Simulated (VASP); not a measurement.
Input of a VASP 6.6.1 run:

The input INCAR:

```
ALGO = Normal
EDIFF = 1E-7
ENCUT = 520
GGA = CA
ISIF = 2
ISMEAR = -1
LASPH = T
LCHARG = F
LREAL = F
LWAVE = F
NBANDS = 16
NELM = 80
PREC = Accurate
SIGMA = 0.05
```

File KPOINTS:

```
k-points
0
Gamma
  8 8 8
```

POSCAR

```
InP
1.0
    0.0000000000      2.8878643270      2.8878643270
    2.8878643270      0.0000000000      2.8878643270
    2.8878643270      2.8878643270      0.0000000000
In P
1 1
Direct
    0.0000000000      0.0000000000      0.0000000000
    0.7500000000      0.7500000000      0.7500000000
```

Potentials or basis: VASP PAW LDA potentials, release 64 (In_d, P).

Launch:

```bash
$ cat potpaw_LDA.64/In_d/POTCAR potpaw_LDA.64/P/POTCAR > POTCAR
$ mpirun -np 1 vasp_std > vasp.out
```

Question: Predict the pressure.

Answer: 2.0 GPa.

Question: Estimate the band gap on the k mesh.

Answer: 0.75 eV, direct.

Caveat: spin-orbit coupling is left out, which moves the levels of the heavy elements.

**Experimental background.**

A printed reference work, data compilation reports, for a bulk crystal of InP at 1.6 K: band gap 1.4236 eV (direct).

A measured gap of InP is 1.4236 eV (direct; 1.6 K; a printed reference work, data compilation); the calculated 0.75 eV misses it by -0.68 eV. Spin-orbit coupling on In is left out. The value is that of LDA, without temperature or zero-point motion. Semilocal functionals fall short of measured gaps as a rule.
